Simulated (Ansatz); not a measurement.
SiC (Moissanite): equation of state with PBE

Crystal: SiC (Moissanite).

```
Si C
1.0
     3.07600    0.00000    0.00000
    -1.53800    2.66389    0.00000
     0.00000    0.00000    5.04800
Si C
2 2
Direct
  0.66667 0.33333 0.50000
  0.33333 0.66667 0.00000
  0.66667 0.33333 0.88500
  0.33333 0.66667 0.38500
```

```yaml
Program: Ansatz 0.2.0
Task: equation of state
Functional: PBE
Potentials_or_basis: Ansatz PAW polarizable
Cutoff: 420 eV
Density_cutoff: 1680 eV
k_mesh: 10 × 10 × 5
Occupations: fermi-dirac, width 0.05 eV
Spin: no spin polarisation
```

* Equilibrium volume: 10.52 Å³/atom
* Bulk modulus at fixed shape and positions: 213 GPa
* Pressure derivative of the bulk modulus: 3.9

Energy against volume, from the lowest point:
```tsv
volume (Å³/atom)	energy (meV/atom)
9.721	45.42
9.927	24.00
10.134	9.74
10.341	1.92
10.548	0.00
10.755	3.39
10.961	11.63
```

All runs of the series together: 7.2 s on 2 threads of Arm Neoverse V2, on a shared host.

Caveat: the cell was scaled at fixed shape and fractional positions, which overstates the stiffness of a crystal with free parameters, most of all of layers and chains.
